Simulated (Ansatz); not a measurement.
**Ni₂Si: pressure against volume**

Ni₂Si, P6_3/mmc, a = 3.868 Å, c = 4.917 Å. The structure is a COD entry; whether it is the stable form wasn't checked. Ansatz: PBEsol, PAW, 420 eV, Γ-centred 12×12×8 mesh on 6 atoms, Gaussian smearing 0.10 eV; no spin polarisation. Shape and atoms are relaxed at each volume; pressure is positive in compression.

```tsv
V (Å³/atom)	P (GPa)
9.346	38.81
9.665	26.50
9.984	16.12
10.302	?
10.621	-0.01
10.939	-6.23
11.258	-11.47
11.683	-17.16
```

**Question.** Take V0 = 10.621 Å³/atom, count pressures from its P0 = -0.01 GPa, fit the third-order Birch–Murnaghan form to the other rows, and predict the missing pressure.

**Answer.** With the Eulerian strain f = ½[(V0/V)^(2/3) − 1] and y = (P − P0)/[3f(1 + 2f)^(5/2)], the form is the line y = B0 + 1.5 B0 (B0′ − 4) f. Rows (f, y): 0.04450, 235.0; 0.03245, 232.7; 0.02105, 230.4; -0.00974, 223.6; -0.01904, 221.1; -0.03078, 217.7. Means f = 0.006407, y = 226.75; Σ(Δf)² = 0.004635, ΣΔfΔy = 1.054; the slope is their ratio. y = 225.3 + 227.4 f GPa, so B0 = 225.3 GPa and B0′ = 4 + 2 × (227.4)/(3 × 225.3) = 4.67. At V = 10.302, f = 0.01027, y = 227.64 and P = 7.37 GPa. The run gave 7.37 GPa, the same to the digits shown.